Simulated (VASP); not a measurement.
# Ni (Fm-3m) in VASP: settings compared

Aim: see how the results for Ni move with the level of theory and the settings. Levels: PBEsol, r2SCAN. Tasks: single point.

Everything below comes from runs of VASP 6.6.1. Logs are shortened: lines on timing, memory, paths and dates and some standing lists are left out, and cuts for length are marked.

### 1 The structure

It takes space group Fm-3m (No. 225, cubic). The conventional cell has a = 3.462 Å, b = 3.462 Å, c = 3.462 Å, α = 90.00°, β = 90.00°, γ = 90.00°. Ni (site symmetry m-3m) has 12 Ni at 2.45 Å as nearest neighbours.

### 2 Single point, PBEsol, collinear spin, ferromagnetic start

INCAR reads:

```
PREC = Accurate
ENCUT = 900
EDIFF = 1E-6
ISMEAR = 0
SIGMA = 0.1
LREAL = False
LASPH = True
NELM = 100
ALGO = Fast
ISIF = 2
LWAVE = False
LCHARG = False
ISPIN = 2
MAGMOM = 1
LORBIT = 11
LMAXMIX = 4
GGA = PS
```

KPOINTS reads:

```
regular mesh
0
Gamma
  20 20 20
```

POSCAR reads:

```
Ni
1.0
    0.0000000000      1.7311400000      1.7311400000
    1.7311400000      0.0000000000      1.7311400000
    1.7311400000      1.7311400000      0.0000000000
Ni
1
Direct
    0.0000000000      1.0000000000      0.0000000000
```

Potentials or basis: VASP PAW PBE potentials, release 64 (Ni).

The run is started by

```bash
$ cat potpaw_PBE.64/Ni/POTCAR > POTCAR
$ mpirun -np 1 vasp_std > vasp.out
```

OUTCAR:

```text
PREC = Accurate
   ENCUT = 900
   EDIFF = 1E-6
   ISMEAR = 0
   LREAL = False
   LASPH = True
   NELM = 100
   ISIF = 2
   ISPIN = 2
   LORBIT = 11
   GGA = PS

 ion  position               nearest neighbor table
   1  0.000  0.000  0.000-

  LATTYP: Found a face centered cubic cell.
 ALAT       =     3.4622800000

  Lattice vectors:

 A1 = (   0.0000000000,   1.7311400000,   1.7311400000)
 A2 = (   1.7311400000,   0.0000000000,   1.7311400000)
 A3 = (   1.7311400000,   1.7311400000,   0.0000000000)

Analysis of symmetry for initial positions (statically):
=====================================================================
 Subroutine PRICEL returns:
 Original cell was already a primitive cell.

 Routine SETGRP: Setting up the symmetry group for a
 face centered cubic supercell.

 Subroutine GETGRP returns: Found 48 space group operations
 (whereof 48 operations were pure point group operations)
 out of a pool of 48 trial point group operations.

The static configuration has the point symmetry O_h .

Analysis of symmetry for dynamics (positions and initial velocities):
=====================================================================
 Subroutine PRICEL returns:
 Original cell was already a primitive cell.

 Routine SETGRP: Setting up the symmetry group for a
 face centered cubic supercell.

 Subroutine GETGRP returns: Found 48 space group operations
 (whereof 48 operations were pure point group operations)
 out of a pool of 48 trial point group operations.

The dynamic configuration has the point symmetry O_h .

Analysis of structural, dynamic, and magnetic symmetry:
=====================================================================
 Subroutine PRICEL returns:
 Original cell was already a primitive cell.

 Routine SETGRP: Setting up the symmetry group for a
 face centered cubic supercell.

 Subroutine GETGRP returns: Found 48 space group operations
 (whereof 48 operations were pure point group operations)
 out of a pool of 48 trial point group operations.

The overall configuration has the point symmetry O_h .

 Subroutine INISYM returns: Found 48 space group operations
 (whereof 48 operations are pure point group operations),
 and found     1 'primitive' translations

----------------------------------------------------------------------------------------

                                     Primitive cell

  volume of cell :      10.3759

  direct lattice vectors                    reciprocal lattice vectors
     0.000000000  1.731140000  1.731140000    -0.288827016  0.288827016  0.288827016
     1.731140000  0.000000000  1.731140000     0.288827016 -0.288827016  0.288827016
     1.731140000  1.731140000  0.000000000     0.288827016  0.288827016 -0.288827016

  length of vectors
     2.448201666  2.448201666  2.448201666     0.500263066  0.500263066  0.500263066

  position of ions in fractional coordinates (direct lattice)
     0.000000000  0.000000000  0.000000000

  ion indices of the primitive-cell ions
   primitive index   ion index
                 1           1

----------------------------------------------------------------------------------------

 KPOINTS: regular mesh

Automatic generation of k-mesh.
 Grid dimensions read from file:
 generate k-points for:   20   20   20

 Generating k-lattice:

  Cartesian coordinates                     Fractional coordinates (reciprocal lattice)
    -0.014441351  0.014441351  0.014441351     0.050000000  0.000000000  0.000000000
     0.014441351 -0.014441351  0.014441351     0.000000000  0.050000000  0.000000000
     0.014441351  0.014441351 -0.014441351     0.000000000  0.000000000  0.050000000

  Length of vectors
     0.025013153  0.025013153  0.025013153

  Shift w.r.t. Gamma in fractional coordinates (k-lattice)
     0.000000000  0.000000000  0.000000000

 Subroutine IBZKPT returns following result:
 ===========================================

 Found    256 irreducible k-points:

 Following reciprocal coordinates:
            Coordinates               Weight
  0.000000  0.000000  0.000000      1.000000
  0.050000  0.000000  0.000000      8.000000
  0.100000  0.000000  0.000000      8.000000
  0.150000  0.000000  0.000000      8.000000
  0.200000  0.000000  0.000000      8.000000
  0.250000  0.000000  0.000000      8.000000
[... 16 lines left out ...]
 -0.400000  0.050000  0.000000     24.000000
 -0.350000  0.050000  0.000000     24.000000
 [... further k-points ...]
   k-points           NKPTS =    256   k-points in BZ     NKDIM =    256   number of bands    NBANDS=     10
   number of dos      NEDOS =    301   number of ions     NIONS =      1
   total plane-waves  NPLWV =  13824
   dimension x,y,z NGX =    24 NGY =   24 NGZ =   24
   dimension x,y,z NGXF=    48 NGYF=   48 NGZF=   48
   ions per type =               1
   NGX,Y,Z   is equivalent  to a cutoff of  16.30, 16.30, 16.30 a.u.
   NGXF,Y,Z  is equivalent  to a cutoff of  32.59, 32.59, 32.59 a.u.
 SYSTEM =  unknown system
   PREC   = accura    normal or accurate (medium, high low for compatibility)
   ISTART =      0    job   : 0-new  1-cont  2-samecut
   ICHARG =      2    charge: 1-file 2-atom 10-const
   ISPIN  =      2    spin polarized calculation?
   LNONCOLLINEAR =      F non collinear calculations
   LSORBIT =      F    spin-orbit coupling
   LASPH  =      T    aspherical Exc in radial PAW
   ENCUT  =  900.0 eV  66.15 Ry    8.13 a.u.   5.99  5.99  5.99*2*pi/ulx,y,z
   NELM   =    100;   NELMIN=  2; NELMDL= -5     # of ELM steps
   EDIFF  = 0.1E-05   stopping-criterion for ELM
   LREAL  =      F    real-space projection
   EDIFFG = 0.1E-04   stopping-criterion for IOM
   NSW    =      0    number of steps for IOM
   IBRION =     -1    ionic relax: 0-MD 1-quasi-New 2-CG
   NFREE  =      0    steps in history (QN), initial steepest desc. (CG)
   ISIF   =      2    stress and relaxation
   ISYM   =      2    0-nonsym 1-usesym 2-fastsym
   POTIM  = 0.5000    time-step for ionic-motion
   TEBEG  =    0.0;   TEEND  =   0.0 temperature during run
   PSTRESS=    0.0 pullay stress
   NELECT =      10.0000    total number of electrons
   NUPDOWN=      -1.0000    fix difference up-down
   EMIN   =  10.00;   EMAX   =-10.00  energy-range for DOS
   EFERMI =   0.00;   METHOD = LEGACY
   ISMEAR =     0;   SIGMA  =   0.10  broadening in eV -4-tet -1-fermi 0-gaus
   EFERMI_NEDOS =   21; number of points for ismear=-14 and -15
   IALGO  =     68    algorithm
   IMIX   =      4    mixing-type and parameters
     AMIX     =   0.40;   BMIX     =  1.00
     AMIX_MAG =   1.60;   BMIX_MAG =  1.00
  volume/ion in A,a.u.               =      10.38        70.02
  Fermi-wavevector in a.u.,A,eV,Ry     =   1.617084  3.055846 35.578710  2.614961
  Thomas-Fermi vector in A             =   2.711566
   LORBIT       =     11    0 simple, 1 ext, 2 COOP (PROOUT), +10 PAW based schemes
   GGA     = PS    functional components
   LHFCALC =     F    Hartree Fock is set to
   AEXX    =    0.0000 exact exchange contribution
   IVDW    =     0    specifies the selected vdW correction
   LEPSILON=     F    determine dielectric tensor
   LRPA    =     F    only Hartree local field effects (RPA)
 spin polarized calculation
 RMM-DIIS sequential band-by-band and
 Gauss-broadening in eV      SIGMA  =   0.10
  energy-cutoff  :      900.00
  volume of cell :       10.38
 maximum number of plane-waves:       648
   NGX = 11   NGY = 11   NGZ = 11

 number of electron      10.0000001 magnetization       0.6226461

 Free energy of the ion-electron system (eV)
  ---------------------------------------------------
  ext. energy  EPLUGINS =         0.00000000
  ---------------------------------------------------
  free energy    TOTEN  =        -6.13977976 eV

  energy without entropy =       -6.13130439  energy(sigma->0) =       -6.13554207

 E-fermi :   9.8734     XC(G=0): -13.7193

 val. band max:        9.8729759477   @ k =  -0.4000   0.2500   0.0000
 cond. band min:       9.8745446043   @ k =   0.4000   0.0000   0.0000
 fundamental gap:      0.0015686566
 Fermi energy:         9.8733749443

 spin component 1

 k-point     1 :       0.0000    0.0000    0.0000
  band No.  band energies     occupation
      1       0.4781      1.00000
      2       7.3216      1.00000
      3       7.3216      1.00000
      4       7.3216      1.00000
      5       8.5726      1.00000
      6       8.5726      1.00000
      7      33.9733      0.00000
      8      38.1852      0.00000
      9      38.1852      0.00000
     10      38.1852      0.00000

 k-point     2 :       0.0500    0.0000    0.0000
  band No.  band energies     occupation
      1       0.5796      1.00000
      2       7.2938      1.00000
      3       7.3453      1.00000
      4       7.3453      1.00000
      5       8.5621      1.00000
      6       8.5621      1.00000
      7      33.7058      0.00000
      8      36.7831      0.00000
      9      37.9489      0.00000
     10      37.9489      0.00000

 k-point     3 :       0.1000    0.0000    0.0000
  band No.  band energies     occupation
      1       0.8806      1.00000
      2       7.2169      1.00000
      3       7.4096      1.00000
      4       7.4096      1.00000
      5       8.5377      1.00000
      6       8.5377      1.00000
      7      32.3463      0.00000
      8      35.4173      0.00000
      9      37.4490      0.00000
     10      37.4490      0.00000
[... 248 lines left out ...]
 k-point    23 :      -0.4000    0.0500    0.0000
  band No.  band energies     occupation
      1       4.6892      1.00000
      2       7.3372      1.00000
      3       7.4037      1.00000
      4       8.1931      1.00000
      5       9.1179      1.00000
      6       9.6194      0.99984
      7      17.4772      0.00000
      8      31.9332      0.00000
      9      34.2955      0.00000
     10      35.7535      0.00000

 k-point    24 :      -0.3500    0.0500    0.0000
  band No.  band energies     occupation
      1       4.4072      1.00000
      2       7.4027      1.00000
      3       7.4614      1.00000
      4       7.5589      1.00000
      5       8.9407      1.00000
      6       9.3096      1.00000
      7      19.3689      0.00000
      8      32.0445      0.00000
      9      34.5511      0.00000
     10      36.6192      0.00000

 [... further k-points ...]

 spin component 2

 k-point     1 :       0.0000    0.0000    0.0000
  band No.  band energies     occupation
      1       0.4696      1.00000
      2       8.0402      1.00000
      3       8.0402      1.00000
      4       8.0402      1.00000
      5       9.1814      1.00000
      6       9.1814      1.00000
      7      33.8669      0.00000
      8      38.1840      0.00000
      9      38.1840      0.00000
     10      38.1840      0.00000

 k-point     2 :       0.0500    0.0000    0.0000
  band No.  band energies     occupation
      1       0.5712      1.00000
      2       8.0091      1.00000
      3       8.0648      1.00000
      4       8.0648      1.00000
      5       9.1703      1.00000
      6       9.1703      1.00000
      7      33.6259      0.00000
      8      36.7965      0.00000
      9      37.9669      0.00000
     10      37.9669      0.00000

 k-point     3 :       0.1000    0.0000    0.0000
  band No.  band energies     occupation
      1       0.8728      1.00000
      2       7.9223      1.00000
      3       8.1306      1.00000
      4       8.1306      1.00000
      5       9.1452      1.00000
      6       9.1452      1.00000
      7      32.3665      0.00000
      8      35.3705      0.00000
      9      37.4981      0.00000
     10      37.4981      0.00000
[... 248 lines left out ...]
 k-point    23 :      -0.4000    0.0500    0.0000
  band No.  band energies     occupation
      1       5.0350      1.00000
      2       7.9444      1.00000
      3       8.0230      1.00000
      4       8.4621      1.00000
      5       9.8513      0.62236
      6      10.2387      0.00000
      7      17.8004      0.00000
      8      31.8992      0.00000
      9      34.3471      0.00000
     10      35.8530      0.00000

 k-point    24 :      -0.3500    0.0500    0.0000
  band No.  band energies     occupation
      1       4.6319      1.00000
      2       7.9113      1.00000
      3       8.0388      1.00000
      4       8.0896      1.00000
      5       9.6591      0.99878
      6       9.9966      0.04071
      7      19.6281      0.00000
      8      32.0346      0.00000
      9      34.5845      0.00000
     10      36.7310      0.00000

 [... further k-points ...]

------------------------ aborting loop because EDIFF is reached ----------------------------------------

  FORCE on cell =-STRESS in cart. coord.  units (eV):
  Direction    XX          YY          ZZ          XY          YZ          ZX
  --------------------------------------------------------------------------------------
  -------------------------------------------------------------------------------------
  Total        0.0095092      0.0095092      0.0095092      0.0000000      0.0000000      0.0000000
  in kB        1.4683477      1.4683477      1.4683477      0.0000000      0.0000000      0.0000000
  external PRESSURE =       1.4683477 kB  Pullay stress =       0.0000000 kB

 VOLUME and BASIS-vectors are now :
 -----------------------------------------------------------------------------
  energy-cutoff  :      900.00
  volume of cell :       10.38
      direct lattice vectors                 reciprocal lattice vectors
     0.000000000  1.731140000  1.731140000    -0.288827016  0.288827016  0.288827016
     1.731140000  0.000000000  1.731140000     0.288827016 -0.288827016  0.288827016
     1.731140000  1.731140000  0.000000000     0.288827016  0.288827016 -0.288827016

 POSITION                                       TOTAL-FORCE (eV/Angst)
 -----------------------------------------------------------------------------------
      0.00000      0.00000      0.00000        -0.000000      0.000000      0.000000
 -----------------------------------------------------------------------------------
    total drift:                                0.000000      0.000000     -0.000000

  FREE ENERGIE OF THE ION-ELECTRON SYSTEM (eV)
  ---------------------------------------------------
  free  energy   TOTEN  =        -6.1397797634 eV

  energy  without entropy=       -6.1313043865  energy(sigma->0) =       -6.13554207

 total charge

# of ion       s       p       d       tot
------------------------------------------
    1        0.521   0.547   8.334   9.402

 magnetization (x)

# of ion       s       p       d       tot
------------------------------------------
    1       -0.006  -0.024   0.659   0.628
```

Wall time 42 s (1 thread of Intel Xeon Platinum 8488C (Sapphire Rapids), shared host); peak memory 0.22 GiB.

What came out:

* Free energy: -6.1398 eV
* Pressure: 0.1 GPa
* Band gap on the k mesh: none (metal or under the smearing width)
* Net moment: 0.62 μB per cell
* Site moments: Ni +0.63 μB
* Valence electrons inside the program's atomic spheres: Ni 9.40

Caveat: the PAW data sets were made with another functional, which shifts forces and pressure a little.

(Continued in part 2 of 2.)
